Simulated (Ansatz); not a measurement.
Input of an Ansatz 0.2.0 run:

The input input.yaml:

```yaml
crystal:
  lattice:
    - [0.0, 2.0267705995, 2.0267705995]
    - [2.0267705995, 0.0, 2.0267705995]
    - [2.0267705995, 2.0267705995, 0.0]
  atoms:
    - { symbol: Nb, position: [0.0, 0.0, 0.0] }
hamiltonian:
  xc: rpbe
  pseudopotentials: { kind: nc_fr, accuracy: standard }
magnetization:
  noncollinear: true
  spin_orbit: true
kpoints:
  mp_grid: { grid: [11, 11, 11] }
scf:
  occupations: { method: tetrahedron }
  n_extra_bands: 6
  lower_state_search: standard
output:
  forces: true
  stress: true
  dos: { projected: false, de: 0.05, nscf_kmesh: { grid: [17, 17, 17] } }
  write_density: true
  write_potential: true
  elf: true
  volumetric_format: npy
```

Potentials or basis: PseudoDojo standard (PBE files).

Launch:

```bash
$ ansatz run input.yaml --threads 1 --pin off --max-ram 2560MiB --backend cpu --events-out ev --progress --plain --runs-dir out
```

(1) Predict the band gap on the k mesh.

(2) Estimate the pressure.

Results:

(1) none (metal or under the smearing width).

(2) 27.9 GPa.

Caveat: the potentials were made for another functional, which shifts forces and pressure; with tetrahedron occupations forces and stress needn't match the slope of the energy.
